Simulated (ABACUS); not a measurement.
A run of ABACUS 3.10.1 is set up as follows.

File run_abacus.py:

```python
"""ABACUS run from a structure file: ASE reads it, the script writes STRU, KPT and INPUT."""
import re
import subprocess
from ase.io import read
from ase.units import Bohr

atoms = read("BN.cif")
atoms = atoms[(-atoms.numbers).argsort(kind="stable")]  # ABACUS lists atoms element by element
pseudo = {'N': 'N.upf', 'B': 'B.upf'}
orbital = {}
magmoms = None
kmesh = [10, 10, 10]
params = {
    'suffix': 'BN',
    'calculation': 'cell-relax',
    'basis_type': 'pw',
    'pseudo_dir': './',
    'symmetry': 1,
    'dft_functional': 'GGA_XC_HLE16',
    'ecutwfc': 92,
    'pseudo_rcut': 10,
    'nspin': 1,
    'nbands': 8,
    'ks_solver': 'dav',
    'smearing_method': 'fd',
    'smearing_sigma': 0.00367493,
    'scf_thr': 1e-08,
    'scf_nmax': 100,
    'mixing_type': 'broyden',
    'mixing_beta': 0.7,
    'cal_force': 1,
    'cal_stress': 1,
    'relax_nmax': 60,
    'force_thr_ev': 0.01,
    'relax_method': 'cg',
    'out_stru': 1,
    'stress_thr': 0.5,
    'kpar': 4,
}

symbols = atoms.get_chemical_symbols()
elements = list(dict.fromkeys(symbols))
lines = ["ATOMIC_SPECIES"] + [f"{e} {atoms.get_masses()[symbols.index(e)]:.4f} {pseudo[e]}" for e in elements]
if orbital:
    lines += ["", "NUMERICAL_ORBITAL"] + [orbital[e] for e in elements]
lines += ["", "LATTICE_CONSTANT", f"{1 / Bohr:.10f}", "", "LATTICE_VECTORS"]
lines += [" ".join(f"{x:.10f}" for x in v) for v in atoms.cell]
lines += ["", "ATOMIC_POSITIONS", "Direct"]
for e in elements:
    lines += ["", e, "0.0", str(symbols.count(e))]
    for i, p in enumerate(atoms.get_scaled_positions(wrap=False)):
        if symbols[i] == e:
            mag = "" if magmoms is None else " mag " + " ".join(str(x) for x in (magmoms[i] if isinstance(magmoms[i], list) else [magmoms[i]]))
            lines.append(" ".join(f"{x:.10f}" for x in p) + " 1 1 1" + mag)
open("STRU", "w").write("\n".join(lines) + "\n")
open("KPT", "w").write("K_POINTS\n0\nGamma\n%d %d %d 0 0 0\n" % tuple(kmesh))
open("INPUT", "w").write("INPUT_PARAMETERS\n" + "".join(f"{k:<20s}{v}\n" for k, v in params.items()))

done = subprocess.run(['mpirun', '-np', '4', 'abacus'])
if done.returncode:
    raise SystemExit(done.returncode)
log = open("OUT.BN/running_cell-relax.log").read()
print("final energy (eV):", re.findall(r"FINAL_ETOT_IS (\S+)", log))
```

BN.cif

```cif
data_BN
_cell_length_a 2.56397060
_cell_length_b 2.56397060
_cell_length_c 2.56397060
_cell_angle_alpha 60.00000000
_cell_angle_beta 60.00000000
_cell_angle_gamma 60.00000000
_space_group_name_H-M_alt 'P1'
_space_group_name_Hall 'P 1'
_space_group_IT_number 1
loop_
_space_group_symop_operation_xyz
'x,y,z'
loop_
_atom_site_label
_atom_site_type_symbol
_atom_site_symmetry_multiplicity
_atom_site_Wyckoff_symbol
_atom_site_fract_x
_atom_site_fract_y
_atom_site_fract_z
_atom_site_occupancy
N1 N 1 a 0.2500000000 0.2500000000 0.2500000000 1
B1 B 1 a 0.0000000000 0.0000000000 0.0000000000 1
```

Potentials or basis: Ansatz NC PBE, plane waves.

Launch:

```sh
$ OMP_NUM_THREADS=1 python run_abacus.py > log
```

Problem. Estimate the relaxed cell.

Solution. a = 2.384 Å, b = 2.384 Å, c = 2.384 Å, α = 60.00°, β = 60.00°, γ = 60.00°.

Problem. Predict the relaxed volume.

Solution. 4.79 Å³/atom.

Final structure:
```xyz
2
Lattice="2.3841 0.0000 0.0000 1.1920 2.0647 0.0000 1.1920 0.6882 1.9466" Properties=species:S:1:pos:R:3 pbc="T T T"
N     1.1920    0.6882    0.4866
B     0.0000    0.0000    0.0000
```

Caveat: the volume moved by over 15 % at a fixed basis, so the end points are rough; the potentials were made for a functional far from this one; the potentials were made for another functional, which shifts forces and pressure.
